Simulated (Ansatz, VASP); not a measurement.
# Two plane-wave programs on PtS2

The input INCAR:

```
PREC     = Accurate       # precision mode
ENCUT    = 520            # plane-wave cutoff, eV
EDIFF    = 1E-7           # SCF threshold, eV
ISMEAR   = -1             # smearing method
SIGMA    = 0.05           # smearing width, eV
LREAL    = F              # projectors in reciprocal space
LASPH    = T              # aspherical terms in the spheres
NELM     = 100            # most SCF steps
ALGO     = Normal         # electronic algorithm
ISIF     = 2              # what is computed and relaxed
LWAVE    = F              # write WAVECAR
LCHARG   = F              # write CHGCAR
GGA      = PE             # functional
NBANDS   = 18             # bands
```

File KPOINTS:

```
Automatic mesh
0
Gamma
  9 9 5
```

File POSCAR:

```
PtS2
1.0
    3.5432000000      0.0000000000      0.0000000000
   -1.7716000000      3.0685012107      0.0000000000
    0.0000000000      0.0000000000      5.0388000000
Pt S
1 2
Direct
   -0.0005740000     -0.0065100000      0.0100490000
    0.6671830000      0.3310740000      0.7716870000
    0.3350640000      0.6714820000      0.2343540000
```

input.yaml

```yaml
crystal:
  lattice:
    - [3.5432, 0.0, 0.0]
    - [-1.7716, 3.0685012107, 0.0]
    - [0.0, 0.0, 5.0388]
  atoms:
    - { symbol: Pt, position: [-0.000574, -0.00651, 0.010049] }
    - { symbol: S, position: [0.667183, 0.331074, 0.771687] }
    - { symbol: S, position: [0.335064, 0.671482, 0.234354] }
hamiltonian:
  xc: pbe
  pseudopotentials: { kind: paw }
kpoints:
  mp_grid: { grid: [9, 9, 5] }
scf:
  occupations: { method: fermi_dirac, width: 0.05 }
output:
  forces: true
  stress: true
  eigenvalues: true
  write_density: true
  write_potential: true
  elf: true
  volumetric_format: npy
```

Change from the starting cell: atoms moved at random, drawn with an rms of 0.05 Å.

Alike in both runs: task single point; functional PBE; k mesh 9 × 9 × 5; occupations fermi-dirac, width 0.05 eV; no spin polarisation.

|  | VASP | Ansatz |
| --- | --- | --- |
| version | VASP 6.6.1 | Ansatz 0.2.0 |
| potentials or method | VASP PAW PBE potentials, release 64 (Pt, S) | Ansatz PAW |
| plane-wave cutoff (eV) | 520 | 420 |
| valence electrons in the cell | 22 | 30 |

```tsv
	VASP	Ansatz	Ansatz less VASP
gap on the k mesh at the Fermi level (eV)	0.90	0.90	-0.009
least direct gap on the mesh (eV)	1.04	1.03	-0.009
pressure (GPa)	9.3	9.8	+0.50
largest component of the traceless stress (GPa)	1.08	1.19	+0.106
rms of the force components (eV/Å)	0.569	0.585	+0.0156
```

Atom by atom the forces differ by 0.020 eV/Å (rms over components). The two sets of potentials don't hold the same shells in valence.

Caveats: spin-orbit coupling is left out, which moves the levels of the heavy elements; an odd mesh through Γ misses points on the zone boundary, where band edges often lie (VASP); odd divisions of the mesh miss points on the zone boundary, where band edges often lie, so the gap on the mesh can be too wide (Ansatz).
